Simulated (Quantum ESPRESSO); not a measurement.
The system is W.

```xyz
1
Lattice="-1.5823 1.5823 1.5823 1.5823 -1.5823 1.5823 1.5823 1.5823 -1.5823" Properties=species:S:1:pos:R:3 pbc="T T T"
W     0.0000    0.0000    0.0000
```

Base run:

| Property | Result |
| --- | --- |
| Program | Quantum ESPRESSO 7.5 |
| Functional | LDA |
| Potentials or basis | PseudoDojo 0.4.1 SR LDA standard |
| Cutoff | 952 eV |
| Density cutoff | 3810 eV |
| k mesh | 12 × 12 × 12 |
| Occupations | fermi-dirac, width 0.05 eV |
| Spin | no spin polarisation |

Its results: band gap on the k mesh none (metal or under the smearing width); pressure -9.8 GPa.

Question: The run is repeated on the same cell with these changes: functional from LDA to PBEsol; potentials or basis from PseudoDojo 0.4.1 SR LDA standard to PseudoDojo 0.4.1 SR PBEsol standard; cutoff from 952 eV to 1007 eV; density cutoff from 3810 eV to 4027 eV. What comes out?

Answer: Band gap on the k mesh none (metal or under the smearing width); pressure -2.8 GPa.

Caveats: spin-orbit coupling is left out, which moves the levels of the heavy elements.
